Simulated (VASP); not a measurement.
Set up this calculation in VASP 6.6.1, as the native input.

| Property | Result |
| --- | --- |
| Task | relaxation of cell and atoms |
| Functional | PBEsol |
| Potentials or basis | VASP PAW PBE potentials, release 64 (Ca_sv) |
| Cutoff | 600 eV |
| k mesh | 6 × 6 × 6 |
| Occupations | fermi-dirac, width 0.05 eV |
| Spin | no spin polarisation |
| Target pressure | 20 GPa |
| Dipole correction | no |
| Further INCAR settings | ALGO = Fast; EDIFF = 1e-07; IBRION = 2; EDIFFG = -0.03; NSW = 80; ISIF = 3 |
| Target pressure | 20 GPa |

The structure of Ca lies in POSCAR:

```
Ca
1.0
    0.0000000000      3.8400000000      3.8400000000
    3.8400000000      0.0000000000      3.8400000000
    3.8400000000      3.8400000000      0.0000000000
Ca
2
Direct
    0.0000000000      0.0000000000      0.0000000000
    0.2500000000      0.2500000000      0.2500000000
```

The cell was built by a generator and needn't be a form met in nature.

These files were run (other wordings do the same):

INCAR

```
PREC = Accurate
ENCUT = 600
EDIFF = 1E-7
ISMEAR = -1
SIGMA = 0.05
LREAL = F
LASPH = T
NELM = 100
ALGO = Fast
ISIF = 3
LWAVE = F
LCHARG = F
GGA = PS
IBRION = 2
NSW = 80
EDIFFG = -0.03
PSTRESS = 200.0
```

KPOINTS

```
Automatic mesh
0
Gamma
  6 6 6
```

Potentials or basis: VASP PAW PBE potentials, release 64 (Ca_sv).

Run with:

```bash
$ cat potpaw_PBE.64/Ca_sv/POTCAR > POTCAR
$ mpirun -np 1 vasp_std > vasp.out
```

It gave:

```json
{
  "Relaxed volume": "20.33 Å³/atom",
  "Relaxed cell": "a = 3.860 Å, b = 3.860 Å, c = 3.860 Å, α = 60.00°, β = 60.00°, γ = 60.00°",
  "Space group after relaxing (to 0.05 Å)": "Fd-3m (No. 227)",
  "Energy change on relaxing (the enthalpy is what falls)": "+1138.7 meV/atom",
  "Ionic steps": "7",
  "Pressure after relaxing": "20.0 GPa",
  "Band gap on the k mesh": "none (metal or under the smearing width)"
}
```

Caveat: the cell is relaxed towards a set pressure, so the enthalpy falls and the energy may rise; the volume moved by over 15 % at a fixed basis, so the end points are rough; the PAW data sets were made with another functional, which shifts forces and pressure a little.

Wall time 5.7 min on 1 thread of Intel(R) Xeon(R) 6975P-C (Granite Rapids), on a shared host, peak memory 0.4 GiB.
